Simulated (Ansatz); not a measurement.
A crystal relaxed with r2SCAN in the PAW code Ansatz has space group Pm-3m (No. 221) and a = 3.271 Å.

```tsv
atom	site	x	y	z
Li	1a	0.0000	0.0000	0.0000
Xx	1b	0.5000	0.5000	0.5000
```

The r2SCAN gap is indirect, 5.25 eV (M to Γ), below the direct gap of 5.82 eV at M. HSE06 gives an indirect gap of 5.68 eV, from M to Γ; the least direct gap is 6.42 eV at M. PBE gives an indirect gap of 4.42 eV, from M to Γ; the least direct gap is 5.19 eV at M. Meshes: r2SCAN 8×8×8, HSE06 6×6×6, PBE 8×8×8. r2SCAN's ε∞ is 2.9 in all directions.

Task: Which element is Xx?
A. Cl
B. H
C. Br
D. F

Result: A. Xx is Cl: LiCl in the CsCl structure. Li is surrounded by 8 Cl at 2.83 Å; Cl is surrounded by 8 Li at 2.83 Å.

(Calculated; spin-unpolarised; the phase may be known or hypothetical.)

The meshes of the hybrids are coarse, so their gaps aren't converged to the digits shown.
